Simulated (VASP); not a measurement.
# Al (Fm-3m) in VASP: notebook

Runs on Al. Level: PBE. Tasks: single point.

Program: VASP 6.6.1. These are calculated values, not measurements. Logs are shortened: lines on timing, memory, paths and dates and some standing lists are left out, and cuts for length are marked.

### 1 The undisturbed crystal

Symmetry: Fm-3m, No. 225, cubic system. Conventional cell: a = 4.050 Å, b = 4.050 Å, c = 4.050 Å, α = 90.00°, β = 90.00°, γ = 90.00°. Around Al (site symmetry m-3m) lie 12 Al at 2.86 Å.

### 2 Single point, PBE (grid = ENCUT=400 dk=0.35 cell=2x2x2 ISMEAR=1 SIGMA=0.1 LREAL=Auto EDIFF=1e-06)

INCAR

```
SYSTEM = Al
PREC = Accurate
ENCUT = 400
EDIFF = 1E-6
ISMEAR = 1
SIGMA = 0.1
LREAL = Auto
LASPH = .TRUE.
NELM = 120
ALGO = Fast
ISIF = 2
LWAVE = .FALSE.
LCHARG = .FALSE.
GGA = PE
NBANDS = 20
```

KPOINTS

```
Automatic mesh
0
G
  4 4 4
  0 0 0
```

POSCAR

```
Al
1.0
    0.0000000000      4.0496100000      4.0496100000
    4.0496100000      0.0000000000      4.0496100000
    4.0496100000      4.0496100000      0.0000000000
Al
8
Direct
    0.0000000000      0.0000000000      0.0000000000
    0.0000000000      0.0000000000      0.5000000000
    0.0000000000      0.5000000000      0.0000000000
    0.0000000000      0.5000000000      0.5000000000
    0.5000000000      0.0000000000      0.0000000000
    0.5000000000      0.0000000000      0.5000000000
    0.5000000000      0.5000000000      0.0000000000
    0.5000000000      0.5000000000      0.5000000000
```

Potentials or basis: VASP PAW PBE potentials, release 64 (Al).

Run with:

```console
$ cat potpaw_PBE.64/Al/POTCAR > POTCAR
$ mpirun -np 1 vasp_std > vasp.out
```

OUTCAR:

```text
SYSTEM = Al
   PREC = Accurate
   ENCUT = 400
   EDIFF = 1E-6
   ISMEAR = 1
   LREAL = Auto
   LASPH = .TRUE.
   NELM = 120
   ISIF = 2
   GGA = PE

 Found      8 irreducible k-points:

 Following reciprocal coordinates:
            Coordinates               Weight
  0.000000  0.000000  0.000000      1.000000
  0.250000  0.000000  0.000000      8.000000
  0.500000  0.000000  0.000000      4.000000
  0.250000  0.250000  0.000000      6.000000
  0.500000  0.250000  0.000000     24.000000
 -0.250000  0.250000  0.000000     12.000000
   k-points           NKPTS =      8   k-points in BZ     NKDIM =      8   number of bands    NBANDS=     20
   number of dos      NEDOS =    301   number of ions     NIONS =      8
   total plane-waves  NPLWV =  64000
   dimension x,y,z NGX =    40 NGY =   40 NGZ =   40
   dimension x,y,z NGXF=    80 NGYF=   80 NGZF=   80
   ions per type =               8
   NGX,Y,Z   is equivalent  to a cutoff of  11.61, 11.61, 11.61 a.u.
   NGXF,Y,Z  is equivalent  to a cutoff of  23.22, 23.22, 23.22 a.u.
 SYSTEM =  Al
   PREC   = accura    normal or accurate (medium, high low for compatibility)
   ISTART =      0    job   : 0-new  1-cont  2-samecut
   ICHARG =      2    charge: 1-file 2-atom 10-const
   ISPIN  =      1    spin polarized calculation?
   LNONCOLLINEAR =      F non collinear calculations
   LSORBIT =      F    spin-orbit coupling
   LASPH  =      T    aspherical Exc in radial PAW
   ENCUT  =  400.0 eV  29.40 Ry    5.42 a.u.   9.34  9.34  9.34*2*pi/ulx,y,z
   NELM   =    120;   NELMIN=  2; NELMDL= -5     # of ELM steps
   EDIFF  = 0.1E-05   stopping-criterion for ELM
   LREAL  =      T    real-space projection
   EDIFFG = 0.1E-04   stopping-criterion for IOM
   NSW    =      0    number of steps for IOM
[... 5 lines left out ...]
   TEBEG  =    0.0;   TEEND  =   0.0 temperature during run
   PSTRESS=    0.0 pullay stress
   NELECT =      24.0000    total number of electrons
   NUPDOWN=      -1.0000    fix difference up-down
   EMIN   =  10.00;   EMAX   =-10.00  energy-range for DOS
   EFERMI =   0.00;   METHOD = LEGACY
   ISMEAR =     1;   SIGMA  =   0.10  broadening in eV -4-tet -1-fermi 0-gaus
   EFERMI_NEDOS =   21; number of points for ismear=-14 and -15
   IALGO  =     68    algorithm
   IMIX   =      4    mixing-type and parameters
     AMIX     =   0.40;   BMIX     =  1.00
     AMIX_MAG =   1.60;   BMIX_MAG =  1.00
  volume/ion in A,a.u.               =      16.60       112.04
  Fermi-wavevector in a.u.,A,eV,Ry     =   0.925526  1.748991 11.654733  0.856599
  Thomas-Fermi vector in A             =   2.051390
   LORBIT       =      0    0 simple, 1 ext, 2 COOP (PROOUT), +10 PAW based schemes
   GGA     = PE    functional components
   LHFCALC =     F    Hartree Fock is set to
   AEXX    =    0.0000 exact exchange contribution
   IVDW    =     0    specifies the selected vdW correction
   LEPSILON=     F    determine dielectric tensor
   LRPA    =     F    only Hartree local field effects (RPA)
 non-spin polarized calculation
 RMM-DIIS sequential band-by-band and
 Methfessel and Paxton  Order N= 1 SIGMA  =   0.10
  energy-cutoff  :      400.00
  volume of cell :      132.82
 maximum number of plane-waves:      2450
 NGX is ok and might be reduce to    40
   NGX = 19   NGY = 19   NGZ = 19

 number of electron      24.0000001 magnetization

 Free energy of the ion-electron system (eV)
  ---------------------------------------------------
  ext. energy  EPLUGINS =         0.00000000
  ---------------------------------------------------
  free energy    TOTEN  =       -29.91591400 eV

  energy without entropy =      -29.90719655  energy(sigma->0) =      -29.91300819

 E-fermi :   8.0260     XC(G=0): -10.1728

 val. band max:        7.6184336344   @ k =  -0.2500   0.5000   0.2500
 cond. band min:       8.0728523935   @ k =   0.5000   0.2500   0.0000
 fundamental gap:      0.4544187591
 Fermi energy:         8.0259653854

 k-point     1 :       0.0000    0.0000    0.0000
  band No.  band energies     occupation
      1      -3.1546      2.00000
      2       3.3684      2.00000
      3       3.3684      2.00000
      4       3.3684      2.00000
      5       3.3684      2.00000
      6       3.5665      2.00000
      7       3.5665      2.00000
      8       3.5665      2.00000
      9       3.5665      2.00000
     10       5.0289      2.00000
     11       5.0289      2.00000
     12       5.0289      2.00000
     13       6.3371      2.00000
     14       6.3371      2.00000
     15       6.3371      2.00000
     16      13.1951      0.00000
     17      13.1951      0.00000
     18      13.1953      0.00000
     19      13.5030      0.00000
     20      13.5030      0.00000

 k-point     2 :       0.2500    0.0000    0.0000
  band No.  band energies     occupation
      1      -2.7320      2.00000
      2       0.6045      2.00000
      3       2.7837      2.00000
      4       2.7837      2.00000
      5       2.7837      2.00000
      6       3.8248      2.00000
      7       3.8248      2.00000
      8       3.8248      2.00000
      9       4.9485      2.00000
     10       4.9485      2.00000
     11       4.9485      2.00000
     12       7.0736      2.00000
     13       8.3079     -0.00049
     14       8.3079     -0.00049
     15       8.3079     -0.00049
     16      10.1406      0.00000
     17      10.1406      0.00000
     18      10.1406      0.00000
     19      13.8646      0.00000
     20      13.8646      0.00000

 k-point     3 :       0.5000    0.0000    0.0000
  band No.  band energies     occupation
      1      -1.4718      2.00000
      2      -1.4718      2.00000
      3       2.9134      2.00000
      4       2.9134      2.00000
      5       2.9134      2.00000
      6       2.9134      2.00000
      7       2.9134      2.00000
      8       2.9134      2.00000
      9       7.1850      2.00000
     10       7.1850      2.00000
     11       7.1850      2.00000
     12       7.1850      2.00000
     13       7.1850      2.00000
     14       7.1850      2.00000
     15      11.3647      0.00000
     16      11.3649      0.00000
     17      11.5786      0.00000
     18      11.5786      0.00000
     19      11.5786      0.00000
     20      11.5786      0.00000

 k-point     4 :       0.2500    0.2500    0.0000
  band No.  band energies     occupation
      1      -2.5914      2.00000
      2       1.8287      2.00000
      3       1.8355      2.00000
      4       1.8355      2.00000
      5       1.8355      2.00000
      6       1.8355      2.00000
      7       5.5458      2.00000
      8       5.5458      2.00000
      9       6.1397      2.00000
     10       6.1397      2.00000
     11       6.1397      2.00000
     12       6.1397      2.00000
     13       6.8778      2.00000
     14       6.8778      2.00000
     15       9.6972     -0.00000
     16       9.6972     -0.00000
     17      10.5139      0.00000
     18      11.1929      0.00000
     19      11.1929      0.00000
     20      13.7526      0.00000

 k-point     5 :       0.5000    0.2500    0.0000
  band No.  band energies     occupation
      1      -1.6113      2.00000
      2      -0.4992      2.00000
      3       0.6030      2.00000
      4       1.6980      2.00000
      5       1.6980      2.00000
      6       3.8591      2.00000
      7       4.8882      2.00000
      8       4.8882      2.00000
      9       5.9680      2.00000
     10       7.0128      2.00000
     11       7.0128      2.00000
     12       8.0729      0.29495
     13       8.0729      0.29495
     14       9.3876     -0.00000
     15       9.3876     -0.00000
     16      10.1658      0.00000
     17      10.4578      0.00000
     18      11.1503      0.00000
     19      11.5402      0.00000
     20      11.5402      0.00000

 k-point     6 :      -0.2500    0.2500    0.0000
  band No.  band energies     occupation
      1      -2.0305      2.00000
      2       0.1913      2.00000
      3       0.1913      2.00000
      4       2.3722      2.00000
      5       2.3722      2.00000
      6       4.4110      2.00000
      7       4.4110      2.00000
      8       4.6557      2.00000
      9       4.6557      2.00000
     10       6.0632      2.00000
     11       6.5874      2.00000
     12       7.5289      2.00000
     13       8.7682     -0.00000
     14       8.7682     -0.00000
     15      10.2175      0.00000
     16      10.2175      0.00000
     17      10.9275      0.00000
     18      10.9275      0.00000
     19      11.8046      0.00000
     20      11.8046      0.00000

 [... further k-points ...]

------------------------ aborting loop because EDIFF is reached ----------------------------------------

  FORCE on cell =-STRESS in cart. coord.  units (eV):
  Direction    XX          YY          ZZ          XY          YZ          ZX
  --------------------------------------------------------------------------------------
  -------------------------------------------------------------------------------------
  Total       -0.3647559     -0.3647559     -0.3647559      0.0000000      0.0000000      0.0000000
  in kB       -4.3999047     -4.3999047     -4.3999047      0.0000000      0.0000000      0.0000000
  external PRESSURE =      -4.3999047 kB  Pullay stress =       0.0000000 kB

 VOLUME and BASIS-vectors are now :
 -----------------------------------------------------------------------------
  energy-cutoff  :      400.00
  volume of cell :      132.82
      direct lattice vectors                 reciprocal lattice vectors
     0.000000000  4.049610000  4.049610000    -0.123468680  0.123468680  0.123468680
     4.049610000  0.000000000  4.049610000     0.123468680 -0.123468680  0.123468680
     4.049610000  4.049610000  0.000000000     0.123468680  0.123468680 -0.123468680

 POSITION                                       TOTAL-FORCE (eV/Angst)
 -----------------------------------------------------------------------------------
      0.00000      0.00000      0.00000        -0.000000      0.000000     -0.000000
      2.02481      2.02481      0.00000         0.000000      0.000000     -0.000000
      2.02481      0.00000      2.02481        -0.000000     -0.000000      0.000000
      4.04961      2.02481      2.02481         0.000000     -0.000000      0.000000
      0.00000      2.02481      2.02481         0.000000      0.000000      0.000000
      2.02481      4.04961      2.02481        -0.000000      0.000000      0.000000
      2.02481      2.02481      4.04961        -0.000000     -0.000000      0.000000
      4.04961      4.04961      4.04961        -0.000000      0.000000      0.000000
 -----------------------------------------------------------------------------------
    total drift:                               -0.000000      0.000000     -0.000000

  FREE ENERGIE OF THE ION-ELECTRON SYSTEM (eV)
  ---------------------------------------------------
  free  energy   TOTEN  =       -29.9159140038 eV

  energy  without entropy=      -29.9071965522  energy(sigma->0) =      -29.91300819
```

It took 40 s on 1 thread of Intel Xeon Platinum 8375C at 2.90GHz (Ice Lake), shared host; peak memory 0.22 GiB.

These settings aren't checked as converged: the numbers below hold their error.

What came out:

| Item | Value |
| --- | --- |
| Free energy | -29.9159 eV |
| Pressure | -0.4 GPa |
| Band gap on the k mesh | none (metal or under the smearing width) |

(Continued in part 2 of 2.)
